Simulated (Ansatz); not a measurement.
# AlNi3 under changes of volume

One of the cells (10.932 Å³/atom); the others are scaled copies at fixed shape and fractional positions:

```
CELL_PARAMETERS angstrom
3.52305 0.00000 0.00000
0.00000 3.52305 0.00000
0.00000 0.00000 3.52305
ATOMIC_POSITIONS crystal
Ni 0.50000 0.50000 0.00000
Ni 0.50000 0.00000 0.50000
Ni 0.00000 0.50000 0.50000
Al 0.00000 0.00000 0.00000
```

The cell is a database's computed one.

```yaml
Program: Ansatz 0.2.0
Functional: PBEsol
Potentials_or_basis: all-electron LAPW, scalar-relativistic
Cutoff: 286 eV (chosen from the basis error)
Basis_error_allowed: 0.002 eV/atom
k_mesh: 8 × 8 × 8
Occupations: fermi-dirac, width 0.05 eV
Spin: collinear spin, ferromagnetic start
Starting_moments: "[1.0, 1.0, 1.0, 0.0] μB"
```

```tsv
volume (Å³/atom)	energy over the lowest point (meV/atom)	pressure (GPa)	moment (μB per cell)
10.276	?	?	?
10.495	9.83	8.2	0.62
10.713	1.87	3.5	0.64
10.932	0.00	-0.7	0.67
11.151	3.59	-4.5	0.69
11.369	12.06	-7.9	0.70
11.588	24.89	-10.9	0.72
```

What does the run at 10.276 Å³/atom give?

Energy over the lowest point 24.62 meV/atom; pressure 13.5 GPa; moment 0.59 μB per cell.

Worked out: A Birch-Murnaghan fit of order 3 (a polynomial in V^(-2/3)) to the other rows has its minimum at 10.89 Å³/atom with B0 = V·E''(V) = 203 GPa and B' = 4.7. It gives 24.70 meV/atom at 10.276 Å³/atom, against the run's 24.62, and -dE/dV = 13.6 GPa, against 13.5. A straight line through the other rows of the moment, of slope 0.0915 μB per Å³/atom, extrapolates to 0.60 μB, against the run's 0.59.

Energies are extrapolated to zero smearing.
